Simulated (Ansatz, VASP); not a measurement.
**One calculation of CaSe, two programs**

The input INCAR:

```
ALGO = Normal
EDIFF = 1E-7
ENCUT = 520
GGA = PE
ISIF = 2
ISMEAR = -1
LASPH = T
LCHARG = F
LREAL = F
LWAVE = F
NBANDS = 15
NELM = 80
PREC = Accurate
SIGMA = 0.02
```

KPOINTS

```
k-points
0
Gamma
  8 8 8
```

Contents of POSCAR:

```
CaSe
1.0
    0.0000000000      2.9378597593      2.9378597593
    2.9378597593      0.0000000000      2.9378597593
    2.9378597593      2.9378597593      0.0000000000
Ca Se
1 1
Direct
    0.0000000000      0.0000000000      0.0000000000
    0.5000000000      0.5000000000      0.5000000000
```

Input for Ansatz:

```yaml
crystal:
  lattice:
    - [0.0, 2.9378597593, 2.9378597593]
    - [2.9378597593, 0.0, 2.9378597593]
    - [2.9378597593, 2.9378597593, 0.0]
  atoms:
    - { symbol: Ca, position: [0.0, 0.0, 0.0] }
    - { symbol: Se, position: [0.5, 0.5, 0.5] }
kpoints:
  mp_grid: { grid: [8, 8, 8] }
  band_path:
    path:
      - [0.0, 0.0, 0.0]
      - [0.5, 0.0, 0.5]
      - [0.625, 0.25, 0.625]
      - [0.375, 0.375, 0.75]
      - [0.5, 0.5, 0.5]
      - [0.5, 0.25, 0.75]
      - [0.0, 0.5, 0.5]
    npoints: 1
hamiltonian:
  xc: pbe
scf:
  occupations: { method: fermi_dirac, width: 0.02 }
  n_extra_bands: 4
output:
  forces: true
  stress: true
  eigenvalues: true
```

Change from the starting cell: hydrostatic strain -1.0%.

Alike in both runs: task single point; functional PBE; k mesh 8 × 8 × 8; occupations fermi-dirac, width 0.02 eV; no spin polarisation.

|  | VASP | Ansatz |
| --- | --- | --- |
| version | VASP 6.6.1 | Ansatz 0.2.0 |
| potentials or method | VASP PAW PBE potentials, release 64 (Ca_sv, Se) | plane waves, PAW |
| plane-wave cutoff (eV) | 520 | 420 |
| valence electrons in the cell | 16 | 26 |

Ansatz gave:

| Item | Value |
| --- | --- |
| gap on the k mesh at the Fermi level (eV) | 1.98 |
| pressure (GPa) | 2.2 |

Task: Estimate VASP's values.

Result: gap on the k mesh at the Fermi level (eV): 1.97; pressure (GPa): 2.4.

With one functional, cell and mesh, what is left measures potentials, basis and numerics. The two sets of potentials don't hold the same shells in valence.

A k mesh can miss the band edges.
